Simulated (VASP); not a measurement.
A run of VASP 6.6.1 is set up as follows.

INCAR

```
PREC     = Accurate       # precision mode
ENCUT    = 600            # plane-wave cutoff, eV
EDIFF    = 1E-6           # SCF threshold, eV
ISMEAR   = 0              # smearing method
SIGMA    = 0.03           # smearing width, eV
LREAL    = F              # projectors in reciprocal space
LASPH    = T              # aspherical terms in the spheres
NELM     = 80             # most SCF steps
ALGO     = Normal         # electronic algorithm
ISIF     = 3              # what is computed and relaxed
LWAVE    = F              # write WAVECAR
LCHARG   = F              # write CHGCAR
GGA      = PE             # functional
IBRION   = 2              # ionic algorithm
NSW      = 90             # ionic steps
EDIFFG   = -0.01          # ionic threshold
```

Contents of KPOINTS:

```
regular mesh
0
Gamma
  8 8 8
```

File POSCAR:

```
TePb
1.0
    0.0000000000      3.2310000000      3.2310000000
    3.2310000000      0.0000000000      3.2310000000
    3.2310000000      3.2310000000      0.0000000000
Te Pb
1 1
Direct
    0.5000000000      0.5000000000      0.5000000000
    0.0000000000      0.0000000000      0.0000000000
```

Potentials or basis: VASP PAW PBE potentials, release 64 (Te, Pb_d).

Command:

```console
$ cat potpaw_PBE.64/Te/POTCAR potpaw_PBE.64/Pb_d/POTCAR > POTCAR
$ mpirun -np 1 vasp_std > vasp.out
```

Question: Predict the space group after relaxing (to 0.05 Å).

Answer: Fm-3m (No. 225).

Question: Predict the band gap on the k mesh.

Answer: 0.83 eV, direct.

Question: Estimate the relaxed volume.

Answer: 35.42 Å³/atom.

Final structure:
```yaml
crystal:
  lattice:
    - [0.00000, 3.28409, 3.28409]
    - [3.28409, 0.00000, 3.28409]
    - [3.28409, 3.28409, 0.00000]
  atoms:
    - { symbol: Te, position: [0.50000, 0.50000, 0.50000] }
    - { symbol: Pb, position: [0.00000, 0.00000, 0.00000] }
```

Caveat: spin-orbit coupling is left out, which as a rule narrows the gap of such compounds by several tenths of an eV. PBE usually gives volumes a little too large and moduli too small.
